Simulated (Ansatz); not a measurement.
**BAs: one input, then a changed one**

The cell is the one relaxed in the Materials Project (mp-10044), not relaxed further here; entries there can be hypothetical.

First run: DFT, LDA, PAW with Ansatz's default frozen-core files, scalar-relativistic (Ansatz 0.2.0).

Command: `ansatz run input.yaml --threads 1 --pin off --max-ram 2048MiB --backend cpu --events-out ev --progress --plain --runs-dir out` The run took 1.8 s on 1 thread of Arm Neoverse V1 (shared host), peak memory 0.3 GiB.

```yaml
crystal:
  lattice:
    - [0.0, 2.409627, 2.409627]
    - [2.409627, 0.0, 2.409627]
    - [2.409627, 2.409627, 0.0]
  atoms:
    - { symbol: B, position: [0.75, 0.75, 0.75] }
    - { symbol: As, position: [0.0, 0.0, 0.0] }
kpoints:
  mp_grid: { grid: [6, 6, 6] }
scf:
  occupations: { method: fermi_dirac, width: 0.01 }
hamiltonian:
  xc: lda
  pseudopotentials: { kind: paw }
output:
  forces: true
  stress: true
  eigenvalues: true
  efg: { contact_densities: true }
```

Result: converged; pressure -7.17 GPa; gap on the k mesh 1.25 eV; 6 SCF iterations.

A second input differs as follows:

```diff
@@ -1,7 +1,7 @@
 crystal:
   lattice:
-    - [0.0, 2.409627, 2.409627]
-    - [2.409627, 0.0, 2.409627]
-    - [2.409627, 2.409627, 0.0]
+    - [0.0, 1.27511919, 1.27511919]
+    - [1.27511919, 0.0, 1.27511919]
+    - [1.27511919, 1.27511919, 0.0]
   atoms:
     - { symbol: B, position: [0.75, 0.75, 0.75] }
@@ -11,4 +11,5 @@
 scf:
   occupations: { method: fermi_dirac, width: 0.01 }
+  max_iter: 50
 hamiltonian:
   xc: lda
```

**Question.** What is wrong with it, and what does the program do?

**Answer.** The fault is a lattice far too small. The run converged; pressure 9254.8 GPa; no gap on the k mesh; 9 SCF iterations. The numbers describe a strongly squeezed or stretched cell, not the crystal at ambient pressure. The log ends:
```
       -0.000000       0.000000    9254.760088
  P = ⅓ Tr σ = 9254.7601 GPa (92547.601 kbar)
--- PAW observables at the nuclei: V_zz in 10²¹ V/m², potentials from the cell's mean, atoms counted from 1 ---
  atom   1  B  V_zz =    -0.000000   η = 0.0000   by run symmetry: forbidden
            electrostatic potential = -396.796376 V   contact ρ = 492.190879 e/Å³
  atom   2  As V_zz =    -0.000000   η = 0.0000   by run symmetry: forbidden
            electrostatic potential = -4588.696994 V   contact ρ = 234459.671925 e/Å³
--- Band table (eV; the first three rows and the last of 16) ---
  k-point 0: bands = ["28.9403", "28.9403", "28.9403", "31.9757", "31.9757", "35.1918", "86.4176", "86.4176", "86.4176", "96.6129", "96.6129", "96.6129", "97.1131"]
  k-point 1: bands = ["28.5386", "29.3275", "29.3275", "31.8796", "31.8796", "36.8711", "76.1995", "83.6098", "83.6098", "91.3794", "98.0834", "98.0834", "103.2919"]
  k-point 2: bands = ["28.1690", "29.5865", "29.5865", "32.3260", "32.3260", "40.9371", "63.6542", "80.2892", "80.2892", "89.1310", "94.8911", "94.8911", "104.7948"]
  k-point 15: bands = ["27.7469", "28.3931", "31.1176", "32.2964", "32.8279", "55.3697", "57.2522", "61.0719", "66.2518", "87.0488", "96.4730", "103.4857", "117.9236"]
```
